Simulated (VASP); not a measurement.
# HfS2 (P-3m1) in VASP: settings compared

Aim: see how the results for HfS2 move with the level of theory and the settings. Levels: PBEsol, r2SCAN+rVV10, PBE+D3(BJ). Tasks: relaxation of shape and atoms at fixed volume, relaxation of cell and atoms.

Everything below comes from runs of VASP 6.6.1. Logs are shortened: lines on timing, memory, paths and dates and some standing lists are left out, and cuts for length are marked.

### 1 The structure

It takes space group P-3m1 (No. 164, trigonal). The conventional cell has a = 3.640 Å, b = 3.640 Å, c = 6.056 Å, α = 90.00°, β = 90.00°, γ = 120.00°. Hf (site symmetry -3m) is surrounded by 6 S at 2.54 Å. Around S (site symmetry 3m) lie 3 Hf at 2.54 Å.

The cell is a database's computed one.

### 2 Relaxation of shape and atoms at fixed volume, PBEsol (a relaxed cell with its volume scaled by 1.06)

The input, INCAR:

```
PREC     = Accurate       # precision mode
ENCUT    = 600            # plane-wave cutoff, eV
EDIFF    = 1E-7           # SCF threshold, eV
ISMEAR   = 0              # smearing method
SIGMA    = 0.03           # smearing width, eV
LREAL    = False          # projectors in reciprocal space
LASPH    = True           # aspherical terms in the spheres
NELM     = 80             # most SCF steps
ALGO     = Normal         # electronic algorithm
ISIF     = 4              # what is computed and relaxed
LWAVE    = False          # write WAVECAR
LCHARG   = False          # write CHGCAR
GGA      = PS             # functional
IBRION   = 2              # ionic algorithm
NSW      = 40             # ionic steps
EDIFFG   = -0.01          # ionic threshold
```

The input, KPOINTS:

```
regular mesh
0
Gamma
  9 9 5
```

The input, POSCAR:

```
HfS2                                    
1.0
    3.6580976491      0.0000000000     -0.0000000000
   -1.8290488246      3.1680054937      0.0000000000
   -0.0000000000      0.0000000000      6.0685767521
  Hf              S             
     1     2
Direct
     0.0000000000000000    0.0000000000000000    0.0000000000000000
     0.6666666699999979    0.3333333300000021    0.7568603979197360
     0.3333333300000021    0.6666666699999979    0.2431396020802639
```

Potentials or basis: VASP PAW PBE potentials, release 64 (Hf_pv, S).

The run is started by

```sh
> cat potpaw_PBE.64/Hf_pv/POTCAR potpaw_PBE.64/S/POTCAR > POTCAR
> mpirun -np 1 vasp_std > vasp.out
```

OUTCAR:

```text
PREC = Accurate
   ENCUT = 600
   EDIFF = 1E-7
   ISMEAR = 0
   LREAL = False
   LASPH = True
   NELM = 80
   ISIF = 4
   GGA = PS
   IBRION = 2
   NSW = 40
   EDIFFG = -0.01

 ion  position               nearest neighbor table
   1  0.000  0.000  0.000-   2 2.58   3 2.58   2 2.58   3 2.58   2 2.58   3 2.58
   2  0.667  0.333  0.757-   1 2.58   1 2.58   1 2.58
   3  0.333  0.667  0.243-   1 2.58   1 2.58   1 2.58

  LATTYP: Found a hexagonal cell.
 ALAT       =     3.6580976491
 C/A-ratio  =     1.6589433455

  Lattice vectors:

 A1 = (   3.6580976491,   0.0000000000,   0.0000000000)
 A2 = (  -1.8290488246,   3.1680054937,   0.0000000000)
 A3 = (   0.0000000000,   0.0000000000,   6.0685767521)

Analysis of symmetry for initial positions (statically):
=====================================================================
 Subroutine PRICEL returns:
 Original cell was already a primitive cell.

 Routine SETGRP: Setting up the symmetry group for a
 hexagonal supercell.

 Subroutine GETGRP returns: Found 12 space group operations
 (whereof 12 operations were pure point group operations)
 out of a pool of 24 trial point group operations.

The static configuration has the point symmetry D_3d.

Analysis of symmetry for dynamics (positions and initial velocities):
=====================================================================
 Subroutine PRICEL returns:
 Original cell was already a primitive cell.

 Routine SETGRP: Setting up the symmetry group for a
 hexagonal supercell.

 Subroutine GETGRP returns: Found 12 space group operations
 (whereof 12 operations were pure point group operations)
 out of a pool of 24 trial point group operations.

The dynamic configuration has the point symmetry D_3d.

 Subroutine INISYM returns: Found 12 space group operations
 (whereof 12 operations are pure point group operations),
 and found     1 'primitive' translations

----------------------------------------------------------------------------------------

                                     Primitive cell

  volume of cell :      70.3280

  direct lattice vectors                    reciprocal lattice vectors
     3.658097649  0.000000000  0.000000000     0.273366131  0.157828009  0.000000000
    -1.829048825  3.168005494  0.000000000     0.000000000  0.315656018  0.000000000
     0.000000000  0.000000000  6.068576752     0.000000000  0.000000000  0.164783283

  length of vectors
     3.658097649  3.658097649  6.068576752     0.315656018  0.315656018  0.164783283

  position of ions in fractional coordinates (direct lattice)
     0.000000000  0.000000000  0.000000000
     0.666666670  0.333333330  0.756860398
     0.333333330  0.666666670  0.243139602

  ion indices of the primitive-cell ions
   primitive index   ion index
                 1           1
                 2           2
                 3           3

----------------------------------------------------------------------------------------

 KPOINTS: regular mesh

Automatic generation of k-mesh.
 Grid dimensions read from file:
 generate k-points for:    9    9    5

 Generating k-lattice:

  Cartesian coordinates                     Fractional coordinates (reciprocal lattice)
     0.030374015  0.017536445  0.000000000     0.111111111  0.000000000  0.000000000
     0.000000000  0.035072891  0.000000000     0.000000000  0.111111111  0.000000000
     0.000000000  0.000000000  0.032956657     0.000000000  0.000000000  0.200000000

  Length of vectors
     0.035072891  0.035072891  0.032956657

  Shift w.r.t. Gamma in fractional coordinates (k-lattice)
     0.000000000  0.000000000  0.000000000

 Subroutine IBZKPT returns following result:
 ===========================================

 Found     50 irreducible k-points:

 Following reciprocal coordinates:
            Coordinates               Weight
  0.000000  0.000000  0.000000      1.000000
  0.111111  0.000000  0.000000      6.000000
  0.222222 -0.000000  0.000000      6.000000
  0.333333 -0.000000  0.000000      6.000000
  0.444444 -0.000000  0.000000      6.000000
  0.111111  0.111111  0.000000      6.000000
[... 16 lines left out ...]
  0.222222  0.111111  0.200000     12.000000
 -0.111111  0.333333  0.200000     12.000000
 [... further k-points ...]
   k-points           NKPTS =     50   k-points in BZ     NKDIM =     50   number of bands    NBANDS=     15
   number of dos      NEDOS =    301   number of ions     NIONS =      3
   total plane-waves  NPLWV =  43200
   dimension x,y,z NGX =    30 NGY =   30 NGZ =   48
   dimension x,y,z NGXF=    60 NGYF=   60 NGZF=   96
   ions per type =               1   2
   NGX,Y,Z   is equivalent  to a cutoff of  13.63, 13.63, 13.15 a.u.
   NGXF,Y,Z  is equivalent  to a cutoff of  27.27, 27.27, 26.30 a.u.
 SYSTEM =  unknown system
   PREC   = accura    normal or accurate (medium, high low for compatibility)
   ISTART =      0    job   : 0-new  1-cont  2-samecut
   ICHARG =      2    charge: 1-file 2-atom 10-const
   ISPIN  =      1    spin polarized calculation?
   LNONCOLLINEAR =      F non collinear calculations
   LSORBIT =      F    spin-orbit coupling
   LASPH  =      T    aspherical Exc in radial PAW
   ENCUT  =  600.0 eV  44.10 Ry    6.64 a.u.   7.31  7.31 12.12*2*pi/ulx,y,z
   NELM   =     80;   NELMIN=  2; NELMDL= -5     # of ELM steps
   EDIFF  = 0.1E-06   stopping-criterion for ELM
   LREAL  =      F    real-space projection
   EDIFFG = -.1E-01   stopping-criterion for IOM
   NSW    =     40    number of steps for IOM
   IBRION =      2    ionic relax: 0-MD 1-quasi-New 2-CG
   NFREE  =      1    steps in history (QN), initial steepest desc. (CG)
   ISIF   =      4    stress and relaxation
   ISYM   =      2    0-nonsym 1-usesym 2-fastsym
   POTIM  = 0.5000    time-step for ionic-motion
   TEBEG  =    0.0;   TEEND  =   0.0 temperature during run
   PSTRESS=    0.0 pullay stress
   NELECT =      22.0000    total number of electrons
   NUPDOWN=      -1.0000    fix difference up-down
   EMIN   =  10.00;   EMAX   =-10.00  energy-range for DOS
   EFERMI =   0.00;   METHOD = LEGACY
   ISMEAR =     0;   SIGMA  =   0.03  broadening in eV -4-tet -1-fermi 0-gaus
   EFERMI_NEDOS =   21; number of points for ismear=-14 and -15
   IALGO  =     38    algorithm
   IMIX   =      4    mixing-type and parameters
     AMIX     =   0.40;   BMIX     =  1.00
     AMIX_MAG =   1.60;   BMIX_MAG =  1.00
  volume/ion in A,a.u.               =      23.44       158.20
  Fermi-wavevector in a.u.,A,eV,Ry     =   1.111321  2.100093 16.803677  1.235035
  Thomas-Fermi vector in A             =   2.247883
   LORBIT       =      0    0 simple, 1 ext, 2 COOP (PROOUT), +10 PAW based schemes
   GGA     = PS    functional components
   LHFCALC =     F    Hartree Fock is set to
   AEXX    =    0.0000 exact exchange contribution
   IVDW    =     0    specifies the selected vdW correction
   LEPSILON=     F    determine dielectric tensor
   LRPA    =     F    only Hartree local field effects (RPA)
 conjugate gradient relaxation of ions
 non-spin polarized calculation
 Gauss-broadening in eV      SIGMA  =   0.03
  energy-cutoff  :      600.00
  volume of cell :       70.33
 maximum number of plane-waves:      2376
 NGX is ok and might be reduce to    30
   NGX = 15   NGY = 15   NGZ = 25

--------------------------------------- Ionic step        1  -------------------------------------------

 number of electron      22.0000000 magnetization

 Free energy of the ion-electron system (eV)
  ---------------------------------------------------
  ext. energy  EPLUGINS =         0.00000000
  ---------------------------------------------------
  free energy    TOTEN  =       -23.99785330 eV

  energy without entropy =      -23.99785330  energy(sigma->0) =      -23.99785330

------------------------ aborting loop because EDIFF is reached ----------------------------------------

  FORCE on cell =-STRESS in cart. coord.  units (eV):
  Direction    XX          YY          ZZ          XY          YZ          ZX
  --------------------------------------------------------------------------------------
  -------------------------------------------------------------------------------------
  Total       -2.4196874     -2.4196874     -2.0887420      0.0000000     -0.0000000      0.0000000
  in kB      -55.1241328    -55.1241328    -47.5846967      0.0000000     -0.0000000      0.0000000
  external PRESSURE =     -52.6109874 kB  Pullay stress =       0.0000000 kB
[... 170 lines left out ...]
  energy  without entropy=      -24.0589879031  energy(sigma->0) =      -24.05898790

--------------------------------------- Ionic step        6  -------------------------------------------

 number of electron      22.0000002 magnetization

 Free energy of the ion-electron system (eV)
  ---------------------------------------------------
  ext. energy  EPLUGINS =         0.00000000
  ---------------------------------------------------
  free energy    TOTEN  =       -24.05898559 eV

  energy without entropy =      -24.05898559  energy(sigma->0) =      -24.05898559

 E-fermi :   2.8064     XC(G=0):  -9.4819

 val. band max:        2.6759221580   @ k =   0.0000   0.0000   0.0000
 cond. band min:       3.7207882649   @ k =   0.0000   0.4444   0.4000
 fundamental gap:      1.0448661069
 Fermi energy:         2.8064257955

 k-point     1 :       0.0000    0.0000    0.0000
  band No.  band energies     occupation
      1     -27.9116      2.00000
      2     -27.7914      2.00000
      3     -27.7914      2.00000
      4     -10.3721      2.00000
      5      -8.7508      2.00000
      6      -1.9563      2.00000
      7      -0.0438      2.00000
      8      -0.0438      2.00000
      9       2.3829      2.00000
     10       2.6759      2.00000
     11       2.6759      2.00000
     12       4.6552      0.00000
     13       4.6552      0.00000
     14       5.2303      0.00000
     15       8.0443      0.00000
[... 397 lines left out ...]
 k-point    24 :      -0.1111    0.3333    0.2000
  band No.  band energies     occupation
      1     -27.9232      2.00000
      2     -27.8842      2.00000
      3     -27.8305      2.00000
      4      -9.4744      2.00000
      5      -8.8483      2.00000
      6      -1.2177      2.00000
      7      -0.6626      2.00000
      8      -0.1941      2.00000
      9       0.3035      2.00000
     10       1.2242      2.00000
     11       2.1162      2.00000
     12       4.5260      0.00000
     13       5.7482      0.00000
     14       6.7795      0.00000
     15       7.7018      0.00000

 [... further k-points ...]

------------------------ aborting loop because EDIFF is reached ----------------------------------------

  FORCE on cell =-STRESS in cart. coord.  units (eV):
  Direction    XX          YY          ZZ          XY          YZ          ZX
  --------------------------------------------------------------------------------------
  -------------------------------------------------------------------------------------
  Total       -0.2319280     -0.2319280     -0.2271414      0.0000000      0.0000000     -0.0000000
  in kB       -5.2836701     -5.2836701     -5.1746240      0.0000000      0.0000000     -0.0000000
  external PRESSURE =      -5.2473214 kB  Pullay stress =       0.0000000 kB
[... 18 lines left out ...]
  FREE ENERGIE OF THE ION-ELECTRON SYSTEM (eV)
  ---------------------------------------------------
  free  energy   TOTEN  =       -24.0589855884 eV

  energy  without entropy=      -24.0589855884  energy(sigma->0) =      -24.05898559

 reached required accuracy - stopping structural energy minimisation
```

It took 1.7 min on 1 thread of Intel Xeon 6975P-C (Granite Rapids), shared host; peak memory 0.24 GiB.

What came out:

```
Free energy                  : -24.0590 eV
Energy gained by relaxing    : 20.4 meV/atom
Ionic steps                  : 6
Pressure after relaxing      : -0.5 GPa
Largest force after relaxing : 0.009 eV/Å
Band gap on the k mesh       : 1.04 eV, indirect (least direct gap 1.95 eV)
```

Forces on the atoms (eV/Å):
```
Hf   0.000  0.000  0.000
S    0.000  0.000  0.009
S    0.000  0.000 -0.009
```

Step by step:
```
step  energy change (eV)  largest force (eV/Å)  pressure (GPa)
   1              0.0000                0.6800           -5.26
   2             -0.0354                0.3397           -3.52
   3             -0.0491                0.0334           -1.58
   4             -0.0583                0.0141           -1.03
   5             -0.0611                0.0104           -0.50
   6             -0.0611                0.0094           -0.52
```

Final structure:
```
CELL_PARAMETERS angstrom
3.59897 0.00000 0.00000
-1.79948 3.11680 0.00000
0.00000 0.00000 6.26962
ATOMIC_POSITIONS crystal
Hf 0.00000 0.00000 0.00000
S 0.66667 0.33333 0.76968
S 0.33333 0.66667 0.23032
```

Levels at points of the mesh, in eV from the valence-band top:
```
           k point  band 7  band 8  band 9  band 10  band 11  band 12  band 13  band 14  band 15
(0.00, 0.00, 0.00)   -2.72   -2.72   -0.29     0.00     0.00     1.98     1.98     2.55     5.37
```

Caveat: the PAW data sets were made with another functional, which shifts forces and pressure a little; spin-orbit coupling is left out, which moves the levels of the heavy elements; an odd mesh through Γ misses points on the zone boundary, where band edges often lie; this functional lacks dispersion, which binds the layers, so the pressure and a relaxed spacing across them are unreliable.

### 3 Relaxation of cell and atoms, r2SCAN+rVV10

The input, INCAR:

```
SYSTEM = HfS2
ALGO     = Normal         ! electronic algorithm
BPARAM   = 11.95        
CPARAM   = 0.0093       
EDIFF    = 1E-6           ! SCF threshold, eV
EDIFFG   = -0.01          ! ionic threshold
ENCUT    = 600            ! plane-wave cutoff, eV
IBRION   = 2              ! ionic algorithm
ISIF     = 3              ! what is computed and relaxed
ISMEAR   = 0              ! smearing method
IVDW_NL  = 2            
LASPH    = .TRUE.         ! aspherical terms in the spheres
LCHARG   = .FALSE.        ! write CHGCAR
LMIXTAU  = .TRUE.       
LREAL    = .FALSE.        ! projectors in reciprocal space
LUSE_VDW = .TRUE.       
LWAVE    = .FALSE.        ! write WAVECAR
METAGGA  = R2SCAN         ! meta-GGA
NELM     = 80             ! most SCF steps
NSW      = 90             ! ionic steps
PREC     = Accurate       ! precision mode
SIGMA    = 0.03           ! smearing width, eV
```

The input, KPOINTS:

```
k-points
0
G
  9 9 5
  0 0 0
```

The input, POSCAR:

```
HfS2
1.0
    3.6396641800      0.0000000000      0.0000000000
   -1.8198320900      3.1520416411      0.0000000000
    0.0000000000      0.0000000000      6.0555624700
Hf S
1 2
Direct
    0.0000000000      0.0000000000      0.0000000000
    0.6666666700      0.3333333300      0.7639520500
    0.3333333300      0.6666666700      0.2360479500
```

Potentials or basis: VASP PAW PBE potentials, release 64 (Hf_pv, S).

The run is started by

```sh
> cat potpaw_PBE.64/Hf_pv/POTCAR potpaw_PBE.64/S/POTCAR > POTCAR
> mpirun -np 1 vasp_std > vasp.out
```

It took 49 min on 1 thread of Intel Xeon Platinum 8259CL at 2.50GHz (Skylake/Cascade Lake), shared host; peak memory 0.42 GiB.

Results (log left out):

- Free energy: -66.1633 eV
- Relaxed volume: 22.26 Å³/atom
- Relaxed cell: a = 3.623 Å, b = 3.623 Å, c = 5.872 Å, α = 90.00°, β = 90.00°, γ = 120.00°
- Space group after relaxing (to 0.05 Å): P-3m1 (No. 164)
- Energy gained by relaxing: 2.7 meV/atom
- Ionic steps: 14
- Pressure after relaxing: 0.0 GPa
- Largest force after relaxing: 0.006 eV/Å
- Band gap on the k mesh: 1.39 eV, indirect (least direct gap 2.26 eV)

Forces in eV/Å, atoms in the order of the input:
```
Hf   0.000  0.000  0.000
S    0.000  0.000  0.006
S    0.000  0.000 -0.006
```

The path:
```
step  energy change (eV)  largest force (eV/Å)  pressure (GPa)  volume (Å³)
   1              0.0000                0.0361           -0.75        69.47
   2             -0.0003                0.2110            0.75        68.39
   3             -0.0014                0.1274            0.05        68.90
   4             -0.0027                0.0910            0.00        68.68
   5             -0.0044                0.0199           -0.11        68.03
   6             -0.0053                0.0113           -0.03        67.79
   7             -0.0072                0.0138            0.21        67.09
   8             -0.0056                0.0578            0.80        65.67
   9             -0.0076                0.0306            0.40        66.66
  10             -0.0076                0.0661           -0.41        66.87
  11             -0.0080                0.0202           -0.03        66.77
  12             -0.0080                0.0176           -0.01        66.77
  13             -0.0080                0.0158            0.00        66.76
  14             -0.0080                0.0063            0.02        66.77
```

Final structure:
```cif
data_structure
_symmetry_space_group_name_H-M 'P 1'
_symmetry_Int_Tables_number 1
_cell_length_a 3.6233
_cell_length_b 3.6233
_cell_length_c 5.8725
_cell_angle_alpha 90.000
_cell_angle_beta 90.000
_cell_angle_gamma 120.000
_cell_volume 66.77
loop_
_atom_site_label
_atom_site_type_symbol
_atom_site_fract_x
_atom_site_fract_y
_atom_site_fract_z
_atom_site_occupancy
Hf1 Hf 0.00000 0.00000 0.00000 1
S1 S 0.66667 0.33333 0.75549 1
S2 S 0.33333 0.66667 0.24451 1
```

Levels at points of the mesh, in eV from the valence-band top:
```tsv
k point	band 8	band 9	band 10	band 11	band 12	band 13	band 14	band 15
(0.00, 0.00, 0.00)	-2.96	-0.14	-0.14	-0.01	2.27	2.27	2.97	5.76
```

Caveat: the PAW data sets were made with another functional, which shifts forces and pressure a little; spin-orbit coupling is left out, which moves the levels of the heavy elements; an odd mesh through Γ misses points on the zone boundary, where band edges often lie.

(Continued in part 2 of 2.)
